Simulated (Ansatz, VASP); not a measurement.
## MgO (Periclase): VASP beside Ansatz

Aim: how closely do two programs agree when they are given the same cell, functional and k mesh? Other levels of theory on this material are compared in a session of their own.

Method: plane waves, with VASP 6.6.1 beside it; single point at LDA, in Ansatz 0.2.0.

The database entry behind the starting cell differs from later determinations by our own check (about 0.1 % long), so it need not match the best structure at ambient conditions.

## (1) The structure

The structure is cubic, space group Fm-3m (No. 225). Conventional cell: a = 4.217 Å, b = 4.217 Å, c = 4.217 Å, α = 90.00°, β = 90.00°, γ = 90.00°. Mg has 6 O at 2.11 Å nearest. Nearest to O lie 6 Mg at 2.11 Å. Farther neighbours and most contacts between anions are not listed.

## (2) Ansatz: single point, LDA

Ansatz runs on its default PAW (the set named soft_2) files.

With cell and atoms fixed, the geometry can't cause a difference; cores, projectors, grids and the points listed under the comparison can.

input.yaml

```yaml
crystal:
  lattice:
    - [0.0, 2.1085, 2.1085]
    - [2.1085, 0.0, 2.1085]
    - [2.1085, 2.1085, 0.0]
  atoms:
    - { symbol: Mg, position: [0.0, 0.0, 0.0] }
    - { symbol: O, position: [0.5, 0.5, 0.5] }
hamiltonian:
  xc: lda
  pseudopotentials: { kind: paw }
kpoints:
  mp_grid: { grid: [14, 14, 14] }
scf:
  occupations: { method: gaussian, width: 0.05 }
  n_extra_bands: 4
output:
  forces: true
  stress: true
  eigenvalues: true
```

Started as:

```
$ ansatz run input.yaml --threads 2 --pin off --max-ram 4608MiB --backend cpu --events-out ev --progress --plain --runs-dir out
```

Numbers of over 12 decimals in the logs are rounded to 6 here.

What it wrote:

```text
scf.n_extra_bands = 4 over 8 filled bands (N_el = 16.0): the run solves 12 bands
Engine: ansatz 0.2.0, aarch64-unknown-linux-gnu
Pseudopotentials: kind: paw
Pseudopotential: Mg, paw, valence charge 10, recommended cutoff 420 eV (normal), Mg.paw.azcp
Pseudopotential: O, paw, valence charge 6, recommended cutoff 420 eV (normal), O.paw.azcp
Functional definition: SPW92
  exchange = slater_x
  correlation = pw_c
Crystal: 2 atoms, lattice volume = 18.748 Å³
Basis set: ecut = 420 eV, 339 PW (Γ)
Bands: 12, of which v1, the nominal top of the filled ones, is band 8 counted from 1 (7 counted from 0)
Symmetry: 48 space group operations
Space group: Fm-3m (ITA 225), of the structure as read, at distance tolerance 2.7e-5 Å
k-points: 104 of 2744
Non-local potential: Mg, projectors of the file, l = 0: 3, l = 1: 2, l = 2: 1
Non-local potential: O, projectors of the file, l = 0: 2, l = 1: 2, l = 2: 1
PAW form: soft (Blöchl's): semilocal exchange-correlation on the pseudo side does not see the compensation charge
PAW frozen core: Mg, regenerated for the run's functional, and the local potential with it (the file was generated under x = pbe(κ = 0.804, μ = 0.219515), c = pbe(β = 0.066725))
PAW frozen core: O, regenerated for the run's functional, and the local potential with it (the file was generated under x = pbe(κ = 0.804, μ = 0.219515), c = pbe(β = 0.066725))
PAW one-centre angular grid: Mg, 110 points (default); XC on 64 Gauss nodes
PAW one-centre angular grid: O, 110 points (default); XC on 64 Gauss nodes
Initial density: superposition of atomic densities (neutral atoms: chi_scale 0, normalization atom), corrected by the library's trained network
Initial wavefunctions: pseudopotential atomic-orbital guess
Functional: x = slater, c = lda
SCF iter   1: F=—  HF=-2460.066367 eV  |F-HF|=—  |Δ(HF+E_count)|=         —  Δρ=1.72e-2  dr2=4.45e-2  ethr=1.77e-3  ⟨swp⟩=5.6  Hψ=7221  notcnv=0
preconditioner: auto → none  [insulator: Δε(μ)=4.471 eV  Ē_g=18.064 eV  σ=0.050 eV  W_gap=1.00  n_scr=8 (ndim 8)  ℏωp=24.3 eV  f_vac=0.000  D(μ)=0.00/eV (n_scr^D=0)  ε∞_Penn≈2.8]
SCF iter   2: F=—  HF=-2460.051241 eV  |F-HF|=—  |Δ(HF+E_count)|=   1.51e-2  Δρ=5.33e-3  dr2=5.05e-3  ethr=2.78e-4  ⟨swp⟩=2.0  Hψ=2490  notcnv=0
SCF iter   3: F=—  HF=-2460.049499 eV  |F-HF|=—  |Δ(HF+E_count)|=   1.74e-3  Δρ=8.86e-4  dr2=8.39e-5  ethr=3.15e-5  ⟨swp⟩=2.3  Hψ=1600  notcnv=0
SCF iter   4: F=—  HF=-2460.049461 eV  |F-HF|=—  |Δ(HF+E_count)|=   3.84e-5  Δρ=7.82e-5  dr2=7.55e-7  ethr=5.24e-7  ⟨swp⟩=2.1  Hψ=1755  notcnv=0
iter 5 did not close the SCF: its close was put off for the readings that it lacked (scf_convergence_deferred on its scf_iter line)
SCF iter   5: F=-2460.049460 eV  HF=-2460.049460 eV  |F-HF|=5.75e-9  |Δ(HF+E_count)|=   1.89e-7  Δρ=9.95e-6  dr2=7.59e-9  ethr=4.72e-9  ⟨swp⟩=2.3  Hψ=1814  notcnv=0
SCF iter   6: F=-2460.049460 eV  HF=-2460.049460 eV  |F-HF|=4.00e-11  |Δ(HF+E_count)|=   5.92e-9  Δρ=6.12e-7  dr2=3.91e-11  ethr=4.74e-11  ⟨swp⟩=2.2  Hψ=4051  notcnv=0
SCF 1 converged in 6 iterations: F = -2460.049460 eV  dr2 = 3.91e-11
  greatest PAW one-centre occupation: 1.000 electrons in one spin orbital (limit 2), on the Mg atom at site 0 (counted from 0), in its partial waves of l = 1
SCF converged after 6 iterations
Free energy (F): -2460.049460 eV
Harris-Foulkes:  -2460.049460 eV  (|F-HF|=4.00e-11)
Internal energy: -2460.049460 eV  (E = F + TS)
E sigma→0 (E₀):  -2460.049460 eV
Fermi energy:    10.028870 eV
--- Per-component energies (eV) ---
  E_band       = -296.373829
  E_kinetic    = 254.517805
  E_local      = -1603.475034  (includes V_loc(G=0)·N_el)
  E_nonlocal   = 145.515813
  E_hartree    = 552.645228
  E_xc         = -103.600046
  E_vxc        = -133.711402  (∫ρ·V_xc dr)
  E_paw        = -418.046329  (= ΣΔE_a)
  E_vpaw       = -64.514112  (= ΣTr[D̂ρ^β])
  E_aug_tail   = 0.002578  (compensation charges beyond the density's cutoff)
  E_ewald      = -1287.856876
  E_core_change = 0.247401  (= ΣΔE_core)
  E_smearing   = -0.000000  (= −TS)
  E_closure    = 0.000000  (closes the sum)
  Σ components = -2460.049460   (vs F -2460.049460, Δ=0.00e0)
--- Forces (eV/Å), atoms counted from 1 ---
  atom   1  Mg    -0.00000000     0.00000000     0.00000000
  atom   2  O      0.00000000    -0.00000000    -0.00000000
  max |Σ_I F_I| component: 2.27e-29 eV/Å
--- Stress (GPa, compression-positive) ---
       -6.564201       0.000000       0.000000
        0.000000      -6.564201      -0.000000
       -0.000000       0.000000      -6.564201
  P = ⅓ Tr σ = -6.5642 GPa (-65.642 kbar)
--- Band table (eV; the first three rows and the last of 104) ---
  k-point 0: bands = [... 4 lower, -9.2665, 7.7173, 7.7173, 7.7173, 12.3398, 23.2439, 23.2439, 23.2439]
  k-point 1: bands = [... 4 lower, -9.2083, 7.3587, 7.6819, 7.6819, 12.6825, 22.5026, 23.3687, 23.3687]
  k-point 2: bands = [... 4 lower, -9.0411, 6.5196, 7.5835, 7.5835, 13.4595, 21.3010, 23.6849, 23.6849]
  k-point 103: bands = [... 4 lower, -7.5973, 4.4626, 5.0448, 5.9405, 18.7055, 19.3842, 19.5437, 23.1435]
```

The job ended after 1.5 s (2 threads of Arm Neoverse N1, shared host; peak memory 0.25 GiB; 2.6 s of CPU time).

The run ends at a pressure of -6.56 GPa.

## (3) VASP: single point, LDA

The same cell, functional (in two slightly different forms), mesh and smearing now go to VASP, with its own data sets and cutoff.

Lines of VASP's logs that name or quote its potential files are left out, and so is its time.

INCAR

```
SYSTEM = MgO
PREC = Accurate
ENCUT = 520
EDIFF = 1E-07
NELM = 100
ISMEAR = 0
SIGMA = 0.05
LREAL = .FALSE.
ALGO = Normal
GGA = CA
NBANDS = 16
LWAVE = .FALSE.
LCHARG = .FALSE.
KPAR = 4
LOPTICS = .TRUE.
NEDOS = 2000
CSHIFT = 0.2
```

POSCAR

```
MgO
1.0
    0.0000000000      2.1085000000      2.1085000000
    2.1085000000      0.0000000000      2.1085000000
    2.1085000000      2.1085000000      0.0000000000
Mg O
1 1
Direct
    0.0000000000      0.0000000000      0.0000000000
    0.5000000000      0.5000000000      0.5000000000
```

KPOINTS

```
Automatic mesh
0
Gamma
14 14 14
0 0 0
```

The projector-augmented-wave data sets are Mg and O (PBE family, release 64).

Started as:

```
$ mpirun -np 4 vasp_std
```

What it wrote:

```text
[banner, memory and clock lines left out]
running    4 mpi-ranks, on    1 nodes
 distrk:  each k-point on    1 cores,    4 groups
 distr:  one band on    1 cores,    1 groups

 POSCAR found type information on POSCAR MgO
 POSCAR found :  2 types and       2 ions
|                                                                             |
|               ----> ADVICE to this user running VASP <----                  |
|                                                                             |
|     You enforced a specific xc type in the INCAR file but a different       |
|     [... a line on the potential file left out ...]
|     I HOPE YOU KNOW WHAT YOU ARE DOING!                                     |
|                                                                             |

 LDA part: xc-table for (Slater(with rela. corr.)+CA(PZ))
 , standard interpolation
 POSCAR, INCAR and KPOINTS ok, starting setup
 FFT: planning ... GRIDC
 FFT: planning ... GRID_SOFT
 FFT: planning ... GRID
 WAVECAR not read
 entering main loop
       N       E                     dE             d eps       ncg     rms          rms(c)
DAV:   1     0.148146207905E+02    0.14815E+02   -0.42379E+03  3624   0.442E+02
DAV:   2    -0.141183447585E+02   -0.28933E+02   -0.28189E+02  4568   0.114E+02
DAV:   3    -0.147249922349E+02   -0.60665E+00   -0.60639E+00  3984   0.132E+01
DAV:   4    -0.147262816810E+02   -0.12894E-02   -0.12894E-02  4176   0.678E-01
DAV:   5    -0.147262850868E+02   -0.34059E-05   -0.34059E-05  4040   0.330E-02    0.664E+00
DAV:   6    -0.133636910919E+02    0.13626E+01   -0.67211E+00  3632   0.104E+01    0.216E+00
DAV:   7    -0.133302988208E+02    0.33392E-01   -0.66664E-02  3936   0.156E+00    0.131E+00
DAV:   8    -0.133078284803E+02    0.22470E-01   -0.36789E-02  3920   0.135E+00    0.330E-01
DAV:   9    -0.133069057222E+02    0.92276E-03   -0.11441E-03  4016   0.190E-01    0.147E-01
DAV:  10    -0.133067296913E+02    0.17603E-03   -0.32717E-04  3864   0.118E-01    0.953E-03
DAV:  11    -0.133067284958E+02    0.11955E-05   -0.10899E-05  4216   0.155E-02    0.380E-03
DAV:  12    -0.133067284169E+02    0.78972E-07   -0.28247E-07  3632   0.327E-03
   1 F= -.13306728E+02 E0= -.13306728E+02  d E =-.100531E-10
 optical routines
 imaginary and real dielectric function
 recalculating local potential from charge density
 direction            1
 direction            2
 direction            3
```

Parts of OUTCAR (step 3):

```text
ion  position               nearest neighbor table
   1  0.000  0.000  0.000-   2 2.11   2 2.11   2 2.11   2 2.11   2 2.11   2 2.11
   2  0.500  0.500  0.500-   1 2.11   1 2.11   1 2.11   1 2.11   1 2.11   1 2.11

  LATTYP: Found a face centered cubic cell.
 ALAT       =     4.2170000000

 Subroutine GETGRP returns: Found 48 space group operations
 (whereof 48 operations were pure point group operations)

The static configuration has the point symmetry O_h .

 Found    104 irreducible k-points:

   k-points           NKPTS =    104   k-points in BZ     NKDIM =    104   number of bands    NBANDS=     16

   dimension x,y,z NGX =    24 NGY =   24 NGZ =   24
   dimension x,y,z NGXF=    48 NGYF=   48 NGZF=   48

   ENCUT  =  520.0 eV  38.22 Ry    6.18 a.u.   5.54  5.54  5.54*2*pi/ulx,y,z

   NELECT =       8.0000    total number of electrons

 k-points in reciprocal lattice and weights: Automatic mesh
   0.00000000  0.00000000  0.00000000       0.000
   0.07142857  0.00000000  0.00000000       0.003
   0.14285714  0.00000000  0.00000000       0.003
   0.21428571  0.00000000  0.00000000       0.003
   0.28571429  0.00000000  0.00000000       0.003
   0.35714286  0.00000000  0.00000000       0.003
   0.42857143  0.00000000  0.00000000       0.003
   0.50000000  0.00000000  0.00000000       0.001
   0.07142857  0.07142857  0.00000000       0.002
[...]
-0.28571429  0.42857143  0.21428571       0.009
  -0.28571429  0.50000000  0.21428571       0.004

 average (electrostatic) potential at core
       1 -34.4822       2 -69.5294

 E-fermi :   2.9893

 k-point     1 :       0.0000    0.0000    0.0000
  band No.  band energies     occupation
      1     -14.1829      2.00000
      2       2.7960      2.00000
      3       2.7960      2.00000
      4       2.7960      2.00000
      5       7.4393      0.00000
      6      18.3079      0.00000
      7      18.3079      0.00000
      8      18.3079      0.00000
      9      22.3108      0.00000
    ...

 k-point     2 :       0.0714    0.0000    0.0000
  band No.  band energies     occupation
      1     -14.1265      2.00000
      2       2.4376      2.00000
      3       2.7602      2.00000
      4       2.7602      2.00000
      5       7.7812      0.00000
      6      17.5690      0.00000
      7      18.4342      0.00000
      8      18.4342      0.00000
      9      23.2892      0.00000
    ...

 k-point     3 :       0.1429    0.0000    0.0000
  band No.  band energies     occupation
      1     -13.9636      2.00000
      2       1.5990      2.00000
      3       2.6619      2.00000
      4       2.6619      2.00000
      5       8.5573      0.00000
      6      16.3699      0.00000
      7      18.7554      0.00000
      8      18.7554      0.00000
      9      22.8296      0.00000
    ...

  Total       -0.7504466     -0.7504466     -0.7504466      0.0000000     -0.0000000      0.0000000
  in kB      -64.1327019    -64.1327019    -64.1327019      0.0000000     -0.0000000      0.0000000
  external PRESSURE =     -64.1327019 kB  Pullay stress =       0.0000000 kB

  energy-cutoff  :      520.00
  volume of cell :       18.75
      direct lattice vectors                 reciprocal lattice vectors
     0.000000000  2.108500000  2.108500000    -0.237135404  0.237135404  0.237135404
     2.108500000  0.000000000  2.108500000     0.237135404 -0.237135404  0.237135404
     2.108500000  2.108500000  0.000000000     0.237135404  0.237135404 -0.237135404

 POSITION                                       TOTAL-FORCE (eV/Angst)
 -----------------------------------------------------------------------------------
      0.00000      0.00000      0.00000         0.000000      0.000000      0.000000
      2.10850      2.10850      2.10850        -0.000000     -0.000000     -0.000000
 -----------------------------------------------------------------------------------
    total drift:                               -0.000000     -0.000000      0.000000

  FREE ENERGIE OF THE ION-ELECTRON SYSTEM (eV)
  ---------------------------------------------------
  free  energy   TOTEN  =       -13.3067284169 eV

  energy  without entropy=      -13.3067284168  energy(sigma->0) =      -13.30672842

 plasma frequency squared (from intraband transitions) (eV^2)
  --------------------------------------------------------------------------------------
       0.000       0.000      -0.000
       0.000       0.000       0.000
       0.000       0.000       0.000

[... 3 further parts left out ...]
```

## (4) Side by side

Known differences besides the potentials themselves: the two LDA forms differ slightly; the data sets hold 16 valence electrons in Ansatz (default PAW (the set named soft_2) files) and 8 in VASP; the cutoff is 420 eV in Ansatz and 520 eV in VASP; Ansatz makes its cores anew for this functional, VASP keeps those of its PBE data sets; VASP's log shows a relativistic correction to its local exchange, Ansatz's none. Total energies have different zeros and are not compared.

The two programs side by side:

```tsv
quantity	Ansatz	VASP	difference
pressure (GPa)	-6.56	-6.41	-0.15
pressure without Ansatz's Pulay correction (GPa)	-7.41	-6.41	-1.00
gap on the k mesh (eV)	4.623	4.643	-0.021
```

A gap on the mesh is an upper bound, since the band edges may lie between its points. Ansatz's pressure holds a Pulay correction of 0.85 GPa; VASP's holds none.

## (5) Summary of results

```json
{
  "difference in gap on the k mesh (single point, LDA)": "-0.021 eV"
}
```

In words: The difference in gap on the k mesh is -0.021 eV (single point, LDA), within the 0.08 eV picked in this series as the mark of a large difference. 7 further runs of this series are not shown here. How closely two codes agree says nothing of how well the functional describes the real material.

[Lines on the potential files, build, host, timing and source positions are cut from VASP's logs without a mark.]

[Logs are printed without paths, hosts, clocks, repeated set-up lines and the standing remarks that a program may print on its own settings, such as how far it seeks lower states.]

[Hosts, paths, dates, database ids (printed as entryN), source tags and the programs' standing remarks are cut or masked in the printed files.]
